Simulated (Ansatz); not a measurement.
System: rock-salt NaBr. Method: PBE+SOC (PAW; Ansatz, an electronic-structure program).

Numerical settings: plane-wave cutoff 520 eV, 10×10×10 k mesh, Fermi–Dirac smearing 0.01 eV, PAW data made under PBE.

Cell (measured lattice):

```xyz
2
Lattice="0.0000 2.9865 2.9865 2.9865 0.0000 2.9865 2.9865 2.9865 0.0000" Properties=species:S:1:pos:R:3 pbc="T T T"
Na     0.0000     0.0000     0.0000
Br     2.9865     2.9865     2.9865
```

### Question
What does this level give for the band gap?

### Answer

- band gap: 3.99 eV (direct)

Measured, for comparison: band gap 7.1 eV (temperature not stated, not corrected to a static lattice; as tabulated in Aguado et al. (1998), arXiv:cond-mat/9809176). Computed (rounded) less measured: band gap -3.11 eV.

Note: cell and atoms aren't relaxed at this level (pressure 0.7 GPa).

The computed numbers hold no vibrational or temperature effects.
